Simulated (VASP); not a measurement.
# BaTiO3 (P4mm) in VASP: notebook, part 2 of 2

VASP 6.6.1. Earlier steps stand in the parts before.

## (3) Relaxation of cell and atoms, PBEsol

This run uses another cell than the first one, of 12.79 Å³/atom, 0.995 times its volume.

INCAR reads:

```
ALGO = Normal
EDIFF = 1E-7
EDIFFG = -0.005
ENCUT = 600
GGA = PS
IBRION = 2
ISIF = 3
ISMEAR = 0
KPAR = 4
LASPH = True
LCHARG = False
LREAL = False
LWAVE = False
NELM = 80
NSW = 90
PREC = Accurate
SIGMA = 0.03
```

KPOINTS reads:

```
k-points
0
Gamma
  8 8 8
```

POSCAR reads:

```
BaTiO3                                  
1.0
    3.9664533302      0.0000000000      0.0000000000
    0.0000000000      3.9664533302      0.0000000000
    0.0000000000     -0.0000000000      4.0662629784
  Ba              Ti              O             
     1     1     3
Direct
     1.0000000000000000    1.0000000000000000    0.9986466127420394
     0.5000000000000000    0.5000000000000000    0.4820003460752508
     0.5000000000000000    0.5000000000000000    0.0290292627744579
     0.5000000000000000    0.0000000000000000    0.5166618892041293
     1.0000000000000000    0.5000000000000000    0.5166618892041293
```

Potentials or basis: VASP PAW PBE potentials, release 64 (Ba_sv, Ti_sv, O).

Run with:

```console
$ cat potpaw_PBE.64/Ba_sv/POTCAR potpaw_PBE.64/Ti_sv/POTCAR potpaw_PBE.64/O/POTCAR > POTCAR
$ mpirun -np 4 vasp_std > vasp.out
```

OUTCAR:

```text
EDIFF = 1E-7
   EDIFFG = -0.005
   ENCUT = 600
   GGA = PS
   IBRION = 2
   ISIF = 3
   ISMEAR = 0
   LASPH = True
   LREAL = False
   NELM = 80
   NSW = 90
   PREC = Accurate

 ion  position               nearest neighbor table
   1  0.000  0.000  0.999-   4 2.79   5 2.79   5 2.79   4 2.79   3 2.81   3 2.81   3 2.81   3 2.81
                             4 2.89   5 2.89   5 2.89   4 2.89   2 3.42   2 3.42   2 3.42   2 3.42
   2  0.500  0.500  0.482-   3 1.84   4 1.99   5 1.99   4 1.99   5 1.99   3 2.22   1 3.42   1 3.42
                             1 3.42   1 3.42   1 3.50   1 3.50   1 3.50   1 3.50
   3  0.500  0.500  0.029-   2 1.84   2 2.22   1 2.81   1 2.81   1 2.81   1 2.81
   4  0.500  0.000  0.517-   2 1.99   2 1.99   1 2.79   1 2.79   1 2.89   1 2.89
   5  0.000  0.500  0.517-   2 1.99   2 1.99   1 2.79   1 2.79   1 2.89   1 2.89

  LATTYP: Found a simple tetragonal cell.
 ALAT       =     3.9664533302
 C/A-ratio  =     1.0251634495

  Lattice vectors:

 A1 = (   3.9664533302,   0.0000000000,   0.0000000000)
 A2 = (   0.0000000000,   3.9664533302,   0.0000000000)
 A3 = (   0.0000000000,   0.0000000000,   4.0662629784)

Analysis of symmetry for initial positions (statically):
=====================================================================
 Subroutine PRICEL returns:
 Original cell was already a primitive cell.
[... 230 lines left out ...]

 val. band max:        3.8169485966   @ k =   0.5000   0.5000   0.5000
 cond. band min:       5.5816716378   @ k =   0.0000   0.0000   0.0000
 fundamental gap:      1.7647230411
 Fermi energy:         3.9950415149

 k-point     1 :       0.0000    0.0000    0.0000
  band No.  band energies     occupation
      1     -52.4635      2.00000
      2     -28.8703      2.00000
      3     -28.7928      2.00000
      4     -28.7928      2.00000
      5     -21.0793      2.00000
      6     -13.1120      2.00000
[... 637 lines left out ...]
     23       7.4666      0.00000
     24       8.5790      0.00000

 [... further k-points ...]
[... 5 lines left out ...]
  --------------------------------------------------------------------------------------
  -------------------------------------------------------------------------------------
  Total       -0.0042275     -0.0042275      0.0010284      0.0000000     -0.0000000      0.0000000
  in kB       -0.1058549     -0.1058549      0.0257501      0.0000000     -0.0000000      0.0000000
  external PRESSURE =      -0.0619865 kB  Pullay stress =       0.0000000 kB

 VOLUME and BASIS-vectors are now :
 -----------------------------------------------------------------------------
  energy-cutoff  :      600.00
  volume of cell :       63.99
      direct lattice vectors                 reciprocal lattice vectors
     3.967143190  0.000000000  0.000000000     0.252070559  0.000000000  0.000000000
     0.000000000  3.967143190  0.000000000     0.000000000  0.252070559  0.000000000
     0.000000000 -0.000000000  4.065669761     0.000000000 -0.000000000  0.245961935

 POSITION                                       TOTAL-FORCE (eV/Angst)
 -----------------------------------------------------------------------------------
      0.00000     -0.00000      4.05998         0.000000      0.000000     -0.003296
      1.98357      1.98357      1.95935         0.000000     -0.000000      0.001099
      1.98357      1.98357      0.11831         0.000000      0.000000     -0.000882
      1.98357     -0.00000      2.10067         0.000000     -0.000000      0.001540
      3.96714      1.98357      2.10067        -0.000000     -0.000000      0.001540
 -----------------------------------------------------------------------------------
    total drift:                                0.000000     -0.000000      0.000152

  FREE ENERGIE OF THE ION-ELECTRON SYSTEM (eV)
  ---------------------------------------------------
  free  energy   TOTEN  =       -42.0077823189 eV

  energy  without entropy=      -42.0077823189  energy(sigma->0) =      -42.00778232

 reached required accuracy - stopping structural energy minimisation
```

Wall time 40 s (4 MPI ranks of Intel Xeon Platinum 8488C (Sapphire Rapids), shared host); peak memory 0.28 GiB.

What came out:

```yaml
Free_energy: -42.0078 eV
Relaxed_volume: 12.80 Å³/atom
Relaxed_cell: a = 3.967 Å, b = 3.967 Å, c = 4.066 Å, α = 90.00°, β = 90.00°, γ = 90.00°
Space_group_after_relaxing_to_0.05_Å: P4mm (No. 99)
Energy_gained_by_relaxing: 0.0 meV/atom
Ionic_steps: 2
Pressure_after_relaxing: 0.0 GPa
Largest_force_after_relaxing: 0.003 eV/Å
Band_gap_on_the_k_mesh: 1.76 eV, indirect (least direct gap 2.19 eV)
```

Forces on the atoms (eV/Å):
```
Ba   0.000  0.000 -0.003
Ti   0.000  0.000  0.001
O    0.000  0.000 -0.001
O    0.000  0.000  0.002
O    0.000  0.000  0.002
```

Final structure:
```yaml
crystal:
  lattice:
    - [3.96714, 0.00000, 0.00000]
    - [0.00000, 3.96714, 0.00000]
    - [0.00000, 0.00000, 4.06567]
  atoms:
    - { symbol: Ba, position: [0.00000, 0.00000, 0.99860] }
    - { symbol: Ti, position: [0.50000, 0.50000, 0.48193] }
    - { symbol: O, position: [0.50000, 0.50000, 0.02910] }
    - { symbol: O, position: [0.50000, 0.00000, 0.51669] }
    - { symbol: O, position: [0.00000, 0.50000, 0.51669] }
```

Caveat: the PAW data sets were made with another functional, which shifts forces and pressure a little; spin-orbit coupling is left out, which moves the levels of the heavy elements.

## (4) Relaxation of cell and atoms, LDA

INCAR reads:

```
SYSTEM = BaTiO3
ALGO     = Normal         ! electronic algorithm
EDIFF    = 1E-6           ! SCF threshold, eV
EDIFFG   = -0.01          ! ionic threshold
ENCUT    = 600            ! plane-wave cutoff, eV
GGA      = CA             ! functional
IBRION   = 2              ! ionic algorithm
ISIF     = 3              ! what is computed and relaxed
ISMEAR   = 0              ! smearing method
KPAR     = 2            
LASPH    = .TRUE.         ! aspherical terms in the spheres
LCHARG   = .FALSE.        ! write CHGCAR
LREAL    = .FALSE.        ! projectors in reciprocal space
LWAVE    = .FALSE.        ! write WAVECAR
NELM     = 80             ! most SCF steps
NSW      = 90             ! ionic steps
PREC     = Accurate       ! precision mode
SIGMA    = 0.03           ! smearing width, eV
```

KPOINTS reads:

```
k-points
0
G
  8 8 8
  0 0 0
```

POSCAR reads:

```
BaTiO3
1.0
    3.9998000000      0.0000000000      0.0000000000
    0.0000000000      3.9998000000      0.0000000000
    0.0000000000      0.0000000000      4.0180000000
Ba Ti O
1 1 3
Direct
    0.0000000000      0.0000000000      0.0000000000
    0.5000000000      0.5000000000      0.4900000000
    0.5000000000      0.5000000000      0.0190000000
    0.5000000000      0.0000000000      0.5170000000
    0.0000000000      0.5000000000      0.5170000000
```

Potentials or basis: VASP PAW LDA potentials, release 64 (Ba_sv, Ti_sv, O).

Run with:

```console
$ cat potpaw_LDA.64/Ba_sv/POTCAR potpaw_LDA.64/Ti_sv/POTCAR potpaw_LDA.64/O/POTCAR > POTCAR
$ mpirun -np 2 vasp_std > vasp.out
```

It took 2.1 min on 2 MPI ranks of Intel Xeon 6975P-C (Granite Rapids), shared host; peak memory 0.27 GiB.

It converged, with:

- Free energy: -44.1752 eV
- Relaxed volume: 12.39 Å³/atom
- Relaxed cell: a = 3.942 Å, b = 3.942 Å, c = 3.989 Å, α = 90.00°, β = 90.00°, γ = 90.00°
- Space group after relaxing (to 0.05 Å): P4mm (No. 99)
- Energy gained by relaxing: 11.0 meV/atom
- Ionic steps: 10
- Pressure after relaxing: 0.0 GPa
- Largest force after relaxing: 0.006 eV/Å
- Band gap on the k mesh: 1.75 eV, indirect (least direct gap 2.04 eV)

Forces on the atoms (eV/Å):
```
Ba   0.000  0.000  0.004
Ti   0.000  0.000 -0.004
O    0.000  0.000 -0.006
O    0.000  0.000  0.003
O    0.000  0.000  0.003
```

The path:
```
step  energy change (eV)  largest force (eV/Å)  pressure (GPa)  volume (Å³)
   1              0.0000                0.3674           -6.70        64.28
   2              0.0180                0.4622            9.10        59.41
   3             -0.0532                0.0662            0.00        61.95
   4             -0.0532                0.0649            0.09        61.90
   5             -0.0544                0.0412            0.12        61.91
   6             -0.0546                0.0365            0.13        61.91
   7             -0.0547                0.0190           -0.08        61.99
   8             -0.0547                0.0175           -0.13        62.01
   9             -0.0548                0.0164            0.09        61.95
  10             -0.0548                0.0057            0.03        61.97
```

Final structure:
```
Ba Ti O
1.0
     3.94178    0.00000    0.00000
     0.00000    3.94178    0.00000
     0.00000    0.00000    3.98863
Ba Ti O
1 1 3
Direct
  0.00000 0.00000 0.00189
  0.50000 0.50000 0.48937
  0.50000 0.50000 0.02221
  0.50000 0.00000 0.51477
  0.00000 0.50000 0.51477
```

Levels at points of the mesh, in eV from the valence-band top:
```csv
k point,band 18,band 19,band 20,band 21,band 22,band 23
"(0.00, 0.00, 0.00)",-0.31,-0.29,-0.29,1.75,1.99,1.99
"(0.50, 0.00, 0.00)",-1.81,-1.00,-0.88,2.14,3.66,3.70
"(0.50, 0.50, 0.00)",-0.94,-0.94,-0.09,3.72,3.72,4.11
"(0.00, 0.00, 0.50)",-2.01,-0.72,-0.72,1.93,3.66,3.66
"(0.50, 0.00, 0.50)",-0.92,-0.90,-0.22,3.68,3.68,4.06
"(0.50, 0.50, 0.50)",-0.12,-0.12,0.00,4.36,4.36,4.39
```

Caveat: spin-orbit coupling is left out, which moves the levels of the heavy elements.
